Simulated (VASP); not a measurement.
A run of VASP 6.6.1:

The input POSCAR:

```
ZnS
1.0
    0.0000000000      2.7020000000      2.7020000000
    2.7020000000      0.0000000000      2.7020000000
    2.7020000000      2.7020000000      0.0000000000
Zn S
1 1
Direct
    0.7500000000      0.7500000000      0.7500000000
    0.0000000000      0.0000000000      0.0000000000
```

The input INCAR.step1:

```
PREC = Accurate
ENCUT = 520
EDIFF = 1E-6
ISMEAR = 0
SIGMA = 0.02
LREAL = F
LASPH = T
NELM = 100
ALGO = Fast
ISIF = 2
LWAVE = F
LCHARG = T
GGA = PE
NBANDS = 16
```

Contents of KPOINTS.step1:

```
Automatic mesh
0
Gamma
  9 9 9
```

The input INCAR.step2:

```
PREC = Accurate
ENCUT = 520
EDIFF = 1E-6
ISMEAR = -5
SIGMA = 0.02
LREAL = F
LASPH = T
NELM = 100
ALGO = Fast
ISIF = 2
LWAVE = F
LCHARG = F
GGA = PE
LORBIT = 10
NBANDS = 16
NEDOS = 2001
ICHARG = 11
```

The input KPOINTS.step2:

```
Automatic mesh
0
Gamma
  14 14 14
```

Potentials or basis: VASP PAW PBE potentials, release 64 (Zn, S).

Command:

```console
$ cat potpaw_PBE.64/Zn/POTCAR potpaw_PBE.64/S/POTCAR > POTCAR
$ cp INCAR.step1 INCAR
$ cp KPOINTS.step1 KPOINTS
$ mpirun -np 1 vasp_std > vasp.out
$ cp INCAR.step2 INCAR
$ cp KPOINTS.step2 KPOINTS
$ mpirun -np 1 vasp_std > vasp.out
```

Hardware: 1 thread of Intel(R) Xeon(R) Platinum 8488C (Sapphire Rapids), with other jobs on the host.

Problem. Estimate the wall time of this run.

Solution. Run time: 60 s on 1 thread of Intel(R) Xeon(R) Platinum 8488C (Sapphire Rapids), on a shared host, peak memory 0.19 GiB. Counts: scf iterations 7, k points 104.
